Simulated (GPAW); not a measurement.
Runs of GPAW 26.7.0 on ZnO (zincite). It takes space group P6_3mc (No. 186, hexagonal). The conventional cell has a = 3.249 Å, b = 3.249 Å, c = 5.206 Å, α = 90.00°, β = 90.00°, γ = 120.00°. Zn (site symmetry 3m) has 4 O at 1.97 to 1.98 Å as nearest neighbours. Around O (site symmetry 3m) lie 4 Zn at 1.97 to 1.98 Å. 

```tsv
task	level	potentials or basis	cell	k mesh	cutoff (eV)	maxiter	band path	band points	convergence	gap on the mesh (eV)	pressure (GPa)	largest force (eV/Å)
band structure	PBEsol	PAW data sets generated in the run's folder for this functional, pw	as given	8 × 8 × 4	800	150	GMKGALHA,LM,KH	80	-	0.69	-1.5	0.06
single point	PBEsol	PAW data sets generated in the run's folder for this functional, pw	as given	9 × 9 × 5	800	150	-	-	-	0.69	-1.5	0.06
band structure	r2SCAN	GPAW PAW data sets (gpaw-data 1.2.1), pw	as given	8 × 8 × 4	800	150	GMKGALHA,LM,KH	80	-	1.24	(a)	0.07
single point	PBE	GPAW PAW data sets (gpaw-data 1.2.1), pw	volume scaled by 1.04	8 × 8 × 4	600	120	-	-	default	(b)	-4.0	0.06
```

Alike in all rows: no spin polarisation; smearing fermi-dirac 0.05 eV.

Estimate the missing entries.

(a) -1.7; (b) 0.74.

Caveats: the PAW data sets were made with another functional, which shifts forces and pressure a little (some runs); the cutoff is short for stress and forces, so pressures can be off by a GPa or more (some runs).

